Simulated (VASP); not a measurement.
# Ge (a cell with a defect) in VASP: notebook

The runs below take Ge (a cell with a defect) through single point, with PBEsol.

Program: VASP 6.6.1. These are calculated values, not measurements. Logs are shortened: lines on timing, memory, paths and dates and some standing lists are left out, and cuts for length are marked.

## 1. The crystal as given

The cell holds a defect, 17 atoms: a = 8.004 Å, b = 8.004 Å, c = 8.004 Å, α = 60.00°, β = 60.00°, γ = 60.00°.

The cell was built by a generator and needn't be a form met in nature.

## 2. Single point, PBEsol

The input, INCAR:

```
ALGO = Fast ; EDIFF = 1E-7
ENCUT = 520 ; GGA = PS
ISIF = 2 ; ISMEAR = -1
LASPH = True ; LCHARG = True
LELF = True ; LREAL = Auto
LVHAR = True ; LWAVE = False
NBANDS = 133 ; NELM = 100
PREC = Accurate ; SIGMA = 0.15
```

The input, KPOINTS:

```
k-points
0
Gamma
  2 2 2
```

The input, POSCAR:

```
Ge
1.0
    0.0000000000      5.6600000000      5.6600000000
    5.6600000000      0.0000000000      5.6600000000
    5.6600000000      5.6600000000      0.0000000000
Ge
17
Direct
   -0.0204063604     -0.1224558304      0.1966254417
   -0.1289664311      0.2136484099      0.2915989399
    0.1014929329     -0.5735600707      0.5940724382
    0.2036219081      0.1874028269      0.3509010601
    0.0374028269      0.9465017668     -0.3092932862
    0.5355653710      0.6774028269     -0.4554063604
   -0.1032420495      0.5359628975      0.3697614841
   -0.1783127208      0.2105035336      0.9085600707
    0.4666784452     -0.0978621908      0.2390989399
    0.6138780919      0.0612279152      0.3325706714
    0.3067314488     -0.0265017668      0.7600530035
    0.1896024735      0.2627120141      0.9615636042
    0.3986042403      0.6907773852      0.1153886926
    0.8324028269      0.6662014134     -0.0051590106
    0.4800618375      0.3659628975      0.4649734982
    0.8521201413      0.8054240283      0.6266431095
    1.2813250883      0.5724558304     -0.0568374558
```

Potentials or basis: VASP PAW PBE potentials, release 64 (Ge_d).

The run is started by

```bash
$ cat potpaw_PBE.64/Ge_d/POTCAR > POTCAR
$ mpirun -np 1 vasp_std > vasp.out
```

OUTCAR:

```text
EDIFF = 1E-7
   ENCUT = 520
   GGA = PS
   ISIF = 2
   ISMEAR = -1
   LASPH = True
   LREAL = Auto
   NELM = 100
   PREC = Accurate

 ion  position               nearest neighbor table
   1  0.980  0.878  0.197-  10 2.45   7 2.63   8 2.72   2 2.76  13 2.77  16 2.88
   2  0.871  0.214  0.292-  15 2.60  12 2.62  10 2.70   1 2.76   4 2.82
   3  0.101  0.426  0.594-  15 2.53   7 2.57  16 2.73  12 2.86   8 2.87
   4  0.204  0.187  0.351-   9 2.41   5 2.57   7 2.65   2 2.82  10 2.86  12 2.91
   5  0.037  0.947  0.691-   4 2.57  16 2.60  11 2.60   8 2.74  14 2.81
   6  0.536  0.677  0.545-   9 2.34   7 2.42  17 2.75  10 2.89
   7  0.897  0.536  0.370-   6 2.42   3 2.57   1 2.63   4 2.65  14 2.87
   8  0.822  0.211  0.909-   1 2.72   5 2.74  10 2.83   3 2.87
   9  0.467  0.902  0.239-   6 2.34   4 2.41  10 2.63  13 2.70  14 2.90
  10  0.614  0.061  0.333-   1 2.45   9 2.63  15 2.66   2 2.70   8 2.83   4 2.86   6 2.89
  11  0.307  0.973  0.760-   5 2.60  13 2.78  17 2.85
  12  0.190  0.263  0.962-   2 2.62  17 2.84   3 2.86   4 2.91
  13  0.399  0.691  0.115-  17 2.68   9 2.70   1 2.77  11 2.78  15 2.81
  14  0.832  0.666  0.995-  16 2.53   5 2.81   7 2.87   9 2.90
  15  0.480  0.366  0.465-   3 2.53   2 2.60  10 2.66  13 2.81
  16  0.852  0.805  0.627-  14 2.53   5 2.60   3 2.73   1 2.88
  17  0.281  0.572  0.943-  13 2.68   6 2.75  12 2.84  11 2.85

  LATTYP: Found a face centered cubic cell.
 ALAT       =    11.3200000000

  Lattice vectors:

 A1 = (   0.0000000000,   5.6600000000,   5.6600000000)
 A2 = (   5.6600000000,   0.0000000000,   5.6600000000)
 A3 = (   5.6600000000,   5.6600000000,   0.0000000000)

Analysis of symmetry for initial positions (statically):
=====================================================================
 Subroutine PRICEL returns:
 Original cell was already a primitive cell.

 Routine SETGRP: Setting up the symmetry group for a
 face centered cubic supercell.

 Subroutine GETGRP returns: Found  1 space group operations
 (whereof  1 operations were pure point group operations)
 out of a pool of 48 trial point group operations.

The static configuration has the point symmetry C_1 .

Analysis of symmetry for dynamics (positions and initial velocities):
=====================================================================
 Subroutine PRICEL returns:
 Original cell was already a primitive cell.

 Routine SETGRP: Setting up the symmetry group for a
 face centered cubic supercell.

 Subroutine GETGRP returns: Found  1 space group operations
 (whereof  1 operations were pure point group operations)
 out of a pool of 48 trial point group operations.

The dynamic configuration has the point symmetry C_1 .

 Subroutine INISYM returns: Found  1 space group operations
 (whereof  1 operations are pure point group operations),
 and found     1 'primitive' translations

----------------------------------------------------------------------------------------

                                     Primitive cell

  volume of cell :     362.6430

  direct lattice vectors                    reciprocal lattice vectors
     0.000000000  5.660000000  5.660000000    -0.088339223  0.088339223  0.088339223
     5.660000000  0.000000000  5.660000000     0.088339223 -0.088339223  0.088339223
     5.660000000  5.660000000  0.000000000     0.088339223  0.088339223 -0.088339223

  length of vectors
     8.004448763  8.004448763  8.004448763     0.153008022  0.153008022  0.153008022

  position of ions in fractional coordinates (direct lattice)
     0.979593640  0.877544170  0.196625442
     0.871033569  0.213648410  0.291598940
     0.101492933  0.426439929  0.594072438
     0.203621908  0.187402827  0.350901060
     0.037402827  0.946501767  0.690706714
     0.535565371  0.677402827  0.544593640
[... 9 lines left out ...]
     0.852120141  0.805424028  0.626643110
     0.281325088  0.572455830  0.943162544

  ion indices of the primitive-cell ions
   primitive index   ion index
                 1           1
                 2           2
                 3           3
                 4           4
                 5           5
                 6           6
[... 9 lines left out ...]
                16          16
                17          17

----------------------------------------------------------------------------------------

 KPOINTS: k-points

Automatic generation of k-mesh.
 Grid dimensions read from file:
 generate k-points for:    2    2    2

 Generating k-lattice:

  Cartesian coordinates                     Fractional coordinates (reciprocal lattice)
    -0.044169611  0.044169611  0.044169611     0.500000000  0.000000000  0.000000000
     0.044169611 -0.044169611  0.044169611     0.000000000  0.500000000  0.000000000
     0.044169611  0.044169611 -0.044169611     0.000000000  0.000000000  0.500000000

  Length of vectors
     0.076504011  0.076504011  0.076504011

  Shift w.r.t. Gamma in fractional coordinates (k-lattice)
     0.000000000  0.000000000  0.000000000

 Subroutine IBZKPT returns following result:
 ===========================================

 Found      8 irreducible k-points:

 Following reciprocal coordinates:
            Coordinates               Weight
  0.000000  0.000000  0.000000      1.000000
  0.500000  0.000000  0.000000      1.000000
  0.000000  0.500000  0.000000      1.000000
  0.000000  0.000000  0.500000      1.000000
  0.500000  0.500000  0.500000      1.000000
  0.500000  0.500000  0.000000      1.000000
  0.000000  0.500000  0.500000      1.000000
  0.500000  0.000000  0.500000      1.000000
   k-points           NKPTS =      8   k-points in BZ     NKDIM =      8   number of bands    NBANDS=    133
   number of dos      NEDOS =    301   number of ions     NIONS =     17
   total plane-waves  NPLWV = 216000
   dimension x,y,z NGX =    60 NGY =   60 NGZ =   60
   dimension x,y,z NGXF=   120 NGYF=  120 NGZF=  120
   ions per type =              17
   NGX,Y,Z   is equivalent  to a cutoff of  12.46, 12.46, 12.46 a.u.
   NGXF,Y,Z  is equivalent  to a cutoff of  24.92, 24.92, 24.92 a.u.
 SYSTEM =  unknown system
   PREC   = accura    normal or accurate (medium, high low for compatibility)
   ISTART =      0    job   : 0-new  1-cont  2-samecut
   ICHARG =      2    charge: 1-file 2-atom 10-const
   ISPIN  =      1    spin polarized calculation?
   LNONCOLLINEAR =      F non collinear calculations
   LSORBIT =      F    spin-orbit coupling
   LASPH  =      T    aspherical Exc in radial PAW
   ENCUT  =  520.0 eV  38.22 Ry    6.18 a.u.  14.88 14.88 14.88*2*pi/ulx,y,z
   NELM   =    100;   NELMIN=  2; NELMDL= -5     # of ELM steps
   EDIFF  = 0.1E-06   stopping-criterion for ELM
   LREAL  =      T    real-space projection
   EDIFFG = 0.1E-05   stopping-criterion for IOM
   NSW    =      0    number of steps for IOM
   IBRION =     -1    ionic relax: 0-MD 1-quasi-New 2-CG
   NFREE  =      0    steps in history (QN), initial steepest desc. (CG)
   ISIF   =      2    stress and relaxation
   ISYM   =      2    0-nonsym 1-usesym 2-fastsym
   POTIM  = 0.5000    time-step for ionic-motion
   TEBEG  =    0.0;   TEEND  =   0.0 temperature during run
   PSTRESS=    0.0 pullay stress
   NELECT =     238.0000    total number of electrons
   NUPDOWN=      -1.0000    fix difference up-down
   EMIN   =  10.00;   EMAX   =-10.00  energy-range for DOS
   EFERMI =   0.00;   METHOD = LEGACY
   ISMEAR =    -1;   SIGMA  =   0.15  broadening in eV -4-tet -1-fermi 0-gaus
   EFERMI_NEDOS =   21; number of points for ismear=-14 and -15
   IALGO  =     68    algorithm
   IMIX   =      4    mixing-type and parameters
     AMIX     =   0.40;   BMIX     =  1.00
     AMIX_MAG =   1.60;   BMIX_MAG =  1.00
  volume/ion in A,a.u.               =      21.33       143.96
  Fermi-wavevector in a.u.,A,eV,Ry     =   1.422681  2.688476 27.538462  2.024020
  Thomas-Fermi vector in A             =   2.543359
   LORBIT       =      0    0 simple, 1 ext, 2 COOP (PROOUT), +10 PAW based schemes
   GGA     = PS    functional components
   LHFCALC =     F    Hartree Fock is set to
   AEXX    =    0.0000 exact exchange contribution
   IVDW    =     0    specifies the selected vdW correction
   LEPSILON=     F    determine dielectric tensor
   LRPA    =     F    only Hartree local field effects (RPA)
 non-spin polarized calculation
 RMM-DIIS sequential band-by-band and
  energy-cutoff  :      520.00
  volume of cell :      362.64
 maximum number of plane-waves:      9841
 NGX is ok and might be reduce to    60
   NGX = 29   NGY = 29   NGZ = 29

 number of electron     238.0000004 magnetization

 Free energy of the ion-electron system (eV)
  ---------------------------------------------------
  ext. energy  EPLUGINS =         0.00000000
  ---------------------------------------------------
  free energy    TOTEN  =       -77.46724745 eV

  energy without entropy =      -76.88721405  energy(sigma->0) =      -77.17723075

 E-fermi :   5.2210     XC(G=0): -10.6339

 val. band max:        5.2031399337   @ k =   0.5000   0.0000   0.0000
 cond. band min:       5.2579646433   @ k =   0.0000   0.0000   0.0000
 fundamental gap:      0.0548247095
 Fermi energy:         5.2210233124

 k-point     1 :       0.0000    0.0000    0.0000
  band No.  band energies     occupation
      1     -19.4872      2.00000
      2     -19.4630      2.00000
      3     -19.4528      2.00000
      4     -19.4486      2.00000
      5     -19.4441      2.00000
      6     -19.4419      2.00000
[... 123 lines left out ...]
    130       6.8960      0.00003
    131       7.3842      0.00000

 k-point     2 :       0.5000    0.0000    0.0000
  band No.  band energies     occupation
      1     -19.4699      2.00000
      2     -19.4631      2.00000
      3     -19.4614      2.00000
      4     -19.4521      2.00000
      5     -19.4470      2.00000
      6     -19.4408      2.00000
[... 927 lines left out ...]
    130       8.0078      0.00000
    131       8.3391      0.00000
 [bands above 131 left out]

------------------------ aborting loop because EDIFF is reached ----------------------------------------

  FORCE on cell =-STRESS in cart. coord.  units (eV):
  Direction    XX          YY          ZZ          XY          YZ          ZX
  --------------------------------------------------------------------------------------
  -------------------------------------------------------------------------------------
  Total        0.7073687     -0.7522930     -0.6296985     -0.8327008      2.1278416     -1.5342011
  in kB        3.1251952     -3.3236732     -2.7820438     -3.6789192      9.4009248     -6.7781875
  external PRESSURE =      -0.9935073 kB  Pullay stress =       0.0000000 kB

 VOLUME and BASIS-vectors are now :
 -----------------------------------------------------------------------------
  energy-cutoff  :      520.00
  volume of cell :      362.64
      direct lattice vectors                 reciprocal lattice vectors
     0.000000000  5.660000000  5.660000000    -0.088339223  0.088339223  0.088339223
     5.660000000  0.000000000  5.660000000     0.088339223 -0.088339223  0.088339223
     5.660000000  5.660000000  0.000000000     0.088339223  0.088339223 -0.088339223

 POSITION                                       TOTAL-FORCE (eV/Angst)
 -----------------------------------------------------------------------------------
      6.07980      6.65740     10.51140        -1.049801      0.991700      0.745460
      2.85970      6.58050      6.13930         0.170158      0.539021      0.617963
      5.77610      3.93690      2.98810         0.785067      0.097078     -0.395494
      3.04680      3.13860      2.21320         0.571157     -0.742772      0.352336
      9.26660      4.12110      5.56890         0.275145      0.133834     -0.531436
      6.91650      6.11370      6.86540         0.677756      0.968912     -1.509143
[... 9 lines left out ...]
      8.10550      8.36980      9.38170        -0.511238     -0.474533      0.005464
      8.57840      6.93060      4.83240        -0.322775     -0.211832     -0.226994
 -----------------------------------------------------------------------------------
    total drift:                               -0.001727      0.000970      0.002563

  FREE ENERGIE OF THE ION-ELECTRON SYSTEM (eV)
  ---------------------------------------------------
  free  energy   TOTEN  =       -77.4672474468 eV

  energy  without entropy=      -76.8872140486  energy(sigma->0) =      -77.17723075
```

Wall time 9.3 min (1 thread of AMD EPYC 9R45 (Zen 5), shared host); peak memory 0.56 GiB.

What came out:

| Item | Value |
| --- | --- |
| Free energy | -77.4672 eV |
| Pressure | -0.1 GPa |
| Largest force | 2.108 eV/Å |
| Band gap on the k mesh | none (metal or under the smearing width) |

Forces on the atoms (eV/Å):
```
Ge  -1.050  0.992  0.745
Ge   0.170  0.539  0.618
Ge   0.785  0.097 -0.395
Ge   0.571 -0.743  0.352
Ge   0.275  0.134 -0.531
Ge   0.678  0.969 -1.509
Ge  -0.652 -0.329  0.329
Ge  -0.313  0.029  0.353
Ge  -1.767 -1.101  0.335
Ge   1.072 -0.660 -0.633
Ge   0.288  0.314  0.479
Ge   0.037 -0.193  0.046
Ge  -0.003  0.127 -0.162
Ge   0.494  0.713 -0.334
Ge   0.248 -0.201  0.529
Ge  -0.511 -0.475  0.005
Ge  -0.323 -0.212 -0.227
```

Caveat: the k mesh is coarse (spacing up to 0.48 Å⁻¹), so the values aren't converged; the PAW data sets were made with another functional, which shifts forces and pressure a little.

## 3. Single point, PBEsol

The input, INCAR:

```
SYSTEM = Ge
ALGO     = Fast           ! electronic algorithm
EDIFF    = 1E-6           ! SCF threshold, eV
ENCUT    = 520            ! plane-wave cutoff, eV
GGA      = PS             ! functional
ISIF     = 2              ! what is computed and relaxed
ISMEAR   = -1             ! smearing method
LASPH    = .True.         ! aspherical terms in the spheres
LCHARG   = .True.         ! write CHGCAR
LELF     = .True.         ! ELF
LREAL    = Auto         
LVHAR    = .True.       
LWAVE    = .False.        ! write WAVECAR
NBANDS   = 133            ! bands
NELM     = 100            ! most SCF steps
PREC     = Accurate       ! precision mode
SIGMA    = 0.15           ! smearing width, eV
```

The input, KPOINTS:

```
k-points
0
Gamma
  2 2 2
  0 0 0
```

The input, POSCAR:

```
Ge
1.0
    0.0000000000      5.6600000000      5.6600000000
    5.6600000000      0.0000000000      5.6600000000
    5.6600000000      5.6600000000      0.0000000000
Ge
17
Direct
   -0.0023964191      0.0007916668      0.0011858758
    0.1301653632      0.1197756434      0.1198927553
    0.0027234271     -0.0076691702      0.5023299586
    0.1310180519      0.1190149902      0.6308903020
    0.0018355213      0.5017848787     -0.0054216346
    0.1305466726      0.6305271600      0.1194863302
    0.0033580075      0.5028710689      0.5025860740
    0.1235731997      0.6251118712      0.6273458465
    0.5003935400      0.0009011677      0.0012539024
    0.6255002629      0.1249407240      0.1242075899
    0.5011138520      0.0014038539      0.4962693947
    0.6190133391      0.1189053506      0.6309738508
    0.5007214654      0.4970305819      0.0013909254
    0.6193361010      0.6306551455      0.1193325947
    0.4907890294      0.5030655588      0.5026994058
    0.6188133505      0.6312703926      0.6311490828
    0.8720605354      0.3754126160      0.3795549459
```

Potentials or basis: VASP PAW PBE potentials, release 64 (Ge_d).

The run is started by

```bash
$ cat potpaw_PBE.64/Ge_d/POTCAR > POTCAR
$ mpirun -np 1 vasp_std > vasp.out
```

It took 7.7 min on 1 thread of Intel Xeon 6975P-C (Granite Rapids), shared host; peak memory 0.61 GiB.

It converged, with:

```yaml
Free_energy: -79.8313 eV
Pressure: 7.0 GPa
Largest_force: 0.069 eV/Å
Band_gap_on_the_k_mesh: none (metal or under the smearing width)
```

Forces in eV/Å, atoms in the order of the input:
```
Ge  -0.012  0.002  0.008
Ge  -0.021  0.007 -0.007
Ge   0.015  0.006 -0.009
Ge   0.005  0.005  0.006
Ge   0.012  0.002 -0.005
Ge   0.012  0.013  0.014
Ge   0.019  0.006 -0.007
Ge  -0.001 -0.001  0.001
Ge  -0.013 -0.008 -0.001
Ge   0.003  0.001 -0.001
Ge   0.005  0.011 -0.009
Ge   0.007 -0.008 -0.002
Ge   0.000 -0.011  0.012
Ge   0.014 -0.012 -0.015
Ge   0.020  0.004 -0.011
Ge  -0.004 -0.002 -0.002
Ge  -0.061 -0.016  0.029
```

Levels at points of the mesh, in eV from the Fermi level:
```csv
k point,band 116,band 117,band 118,band 119,band 120,band 121,band 122,band 123
"(0.00, 0.00, 0.00)",-0.33,-0.31,-0.29,-0.18,-0.17,-0.16,-0.15,0.12
"(0.50, 0.00, 0.00)",-1.14,-1.10,-1.09,-0.47,0.48,0.88,0.88,0.91
"(0.00, 0.50, 0.00)",-1.14,-1.10,-1.09,-0.47,0.48,0.87,0.88,0.91
"(0.00, 0.00, 0.50)",-1.14,-1.09,-1.09,-0.47,0.49,0.86,0.89,0.90
"(0.50, 0.50, 0.50)",-1.14,-1.10,-1.09,-0.47,0.48,0.87,0.88,0.91
"(0.50, 0.50, 0.00)",-1.76,-1.57,-1.30,0.31,0.85,1.11,1.12,1.27
"(0.00, 0.50, 0.50)",-1.76,-1.57,-1.30,0.31,0.85,1.11,1.12,1.27
"(0.50, 0.00, 0.50)",-1.76,-1.57,-1.30,0.31,0.85,1.11,1.12,1.27
```

Caveat: the k mesh is coarse (spacing up to 0.48 Å⁻¹), so the values aren't converged; the PAW data sets were made with another functional, which shifts forces and pressure a little.
